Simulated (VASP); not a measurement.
# TiN (Fm-3m) in VASP: further runs, part 2 of 2

VASP 6.6.1. Earlier steps stand in the parts before.

## 5. Relaxation of cell and atoms, r2SCAN

INCAR

```
PREC = Accurate ; ENCUT = 600
EDIFF = 1E-7 ; ISMEAR = 1
SIGMA = 0.1 ; LREAL = False
LASPH = True ; NELM = 80
ALGO = Normal ; ISIF = 3
LWAVE = False ; LCHARG = False
METAGGA = R2SCAN ; LMIXTAU = True
IBRION = 2 ; NSW = 90
EDIFFG = -0.005
```

KPOINTS

```
Automatic mesh
0
Gamma
  16 16 16
```

POSCAR

```
TiN                                     
1.0
    0.0000000000      2.1200743645      2.1200743645
    2.1200743645     -0.0000000000      2.1200743645
    2.1200743645      2.1200743645     -0.0000000000
  Ti              N             
     1     1
Direct
     0.0000000000000000    0.0000000000000000    0.0000000000000000
     0.5000000000000000    0.5000000000000000    0.5000000000000000
```

Potentials or basis: VASP PAW PBE potentials, release 64 (Ti_sv, N).

Run with:

```
$ cat potpaw_PBE.64/Ti_sv/POTCAR potpaw_PBE.64/N/POTCAR > POTCAR
$ mpirun -np 1 vasp_std > vasp.out
```

OUTCAR:

```text
PREC = Accurate
   ENCUT = 600
   EDIFF = 1E-7
   ISMEAR = 1
   LREAL = False
   LASPH = True
   NELM = 80
   ISIF = 3
   METAGGA = R2SCAN
   IBRION = 2
   NSW = 90
   EDIFFG = -0.005

 ion  position               nearest neighbor table
   1  0.000  0.000  0.000-   2 2.12   2 2.12   2 2.12   2 2.12   2 2.12   2 2.12
   2  0.500  0.500  0.500-   1 2.12   1 2.12   1 2.12   1 2.12   1 2.12   1 2.12

  LATTYP: Found a face centered cubic cell.
 ALAT       =     4.2401487290

  Lattice vectors:

 A1 = (   0.0000000000,   2.1200743645,   2.1200743645)
 A2 = (   2.1200743645,   0.0000000000,   2.1200743645)
 A3 = (   2.1200743645,   2.1200743645,   0.0000000000)

Analysis of symmetry for initial positions (statically):
=====================================================================
 Subroutine PRICEL returns:
 Original cell was already a primitive cell.

 Routine SETGRP: Setting up the symmetry group for a
 face centered cubic supercell.

 Subroutine GETGRP returns: Found 48 space group operations
 (whereof 48 operations were pure point group operations)
 out of a pool of 48 trial point group operations.

The static configuration has the point symmetry O_h .

Analysis of symmetry for dynamics (positions and initial velocities):
=====================================================================
 Subroutine PRICEL returns:
 Original cell was already a primitive cell.

 Routine SETGRP: Setting up the symmetry group for a
 face centered cubic supercell.

 Subroutine GETGRP returns: Found 48 space group operations
 (whereof 48 operations were pure point group operations)
 out of a pool of 48 trial point group operations.

The dynamic configuration has the point symmetry O_h .

 Subroutine INISYM returns: Found 48 space group operations
 (whereof 48 operations are pure point group operations),
 and found     1 'primitive' translations

----------------------------------------------------------------------------------------

                                     Primitive cell

  volume of cell :      19.0583
[... 122 lines left out ...]
 Methfessel and Paxton  Order N= 1 SIGMA  =   0.10
  energy-cutoff  :      600.00
  volume of cell :       19.06
 maximum number of plane-waves:       652
   NGX = 11   NGY = 11   NGZ = 11

 number of electron      17.0000002 magnetization

 Free energy of the ion-electron system (eV)
  ---------------------------------------------------
  ext. energy  EPLUGINS =         0.00000000
  ---------------------------------------------------
  free energy    TOTEN  =       -26.01488779 eV

  energy without entropy =      -26.01362448  energy(sigma->0) =      -26.01446669

 E-fermi :  11.6788     XC(G=0): -13.8835

 val. band max:       11.6771242401   @ k =  -0.3125   0.4375   0.1250
 cond. band min:      11.6819290020   @ k =   0.1250   0.0625   0.0000
 fundamental gap:      0.0048047619
 Fermi energy:        11.6787694023

 k-point     1 :       0.0000    0.0000    0.0000
  band No.  band energies     occupation
      1     -48.7013      2.00000
      2     -23.6380      2.00000
      3     -23.6379      2.00000
      4     -23.6379      2.00000
      5      -6.5980      2.00000
      6       9.2836      2.00000
      7       9.2836      2.00000
      8       9.2836      2.00000
      9      11.0472      2.00000
     10      11.0472      2.00000
     11      11.0472      2.00000
     12      12.2498     -0.00000
[... 331 lines left out ...]
 k-point    24 :      -0.0625    0.0625    0.0000
  band No.  band energies     occupation
      1     -48.6915      2.00000
      2     -23.7012      2.00000
      3     -23.6540      2.00000
      4     -23.6387      2.00000
      5      -6.3973      2.00000
      6       8.2133      2.00000
      7       8.4396      2.00000
      8       8.7839      2.00000
      9      11.1673      2.00000
     10      11.4264      2.00208
     11      11.5649      2.06835
     12      12.6914     -0.00000

 [... further k-points ...]

------------------------ aborting loop because EDIFF is reached ----------------------------------------

  FORCE on cell =-STRESS in cart. coord.  units (eV):
  Direction    XX          YY          ZZ          XY          YZ          ZX
  --------------------------------------------------------------------------------------
  -------------------------------------------------------------------------------------
  Total        0.0015659      0.0015659      0.0015659     -0.0000000      0.0000000      0.0000000
  in kB        0.1316441      0.1316441      0.1316441     -0.0000000      0.0000000      0.0000000
  external PRESSURE =       0.1316441 kB  Pullay stress =       0.0000000 kB

 VOLUME and BASIS-vectors are now :
 -----------------------------------------------------------------------------
  energy-cutoff  :      600.00
  volume of cell :       19.06
      direct lattice vectors                 reciprocal lattice vectors
     0.000000000  2.120074365  2.120074365    -0.235840784  0.235840784  0.235840784
     2.120074365  0.000000000  2.120074365     0.235840784 -0.235840784  0.235840784
     2.120074365  2.120074365  0.000000000     0.235840784  0.235840784 -0.235840784

 POSITION                                       TOTAL-FORCE (eV/Angst)
 -----------------------------------------------------------------------------------
      0.00000      0.00000      0.00000        -0.000000     -0.000000     -0.000000
      2.12007      2.12007      2.12007         0.000000      0.000000      0.000000
 -----------------------------------------------------------------------------------
    total drift:                                0.000000     -0.000000     -0.000000

  FREE ENERGIE OF THE ION-ELECTRON SYSTEM (eV)
  ---------------------------------------------------
  free  energy   TOTEN  =       -26.0148877907 eV

  energy  without entropy=      -26.0136244839  energy(sigma->0) =      -26.01446669

 reached required accuracy - stopping structural energy minimisation
```

Wall time 2.1 min (1 thread of Intel Xeon Platinum 8488C (Sapphire Rapids), shared host); peak memory 0.18 GiB.

Results:

| Quantity | Value |
| --- | --- |
| Free energy | -26.0149 eV |
| Pressure after relaxing | 0.0 GPa |
| Band gap on the k mesh | none (metal or under the smearing width) |

Final structure:
```xyz
2
Lattice="0.0000 2.1201 2.1201 2.1201 0.0000 2.1201 2.1201 2.1201 0.0000" Properties=species:S:1:pos:R:3 pbc="T T T"
Ti    0.0000    0.0000    0.0000
N     2.1201    2.1201    2.1201
```

Caveat: the relaxation stopped at its first step, so nothing moved; the PAW data sets were made with another functional, which shifts forces and pressure a little.
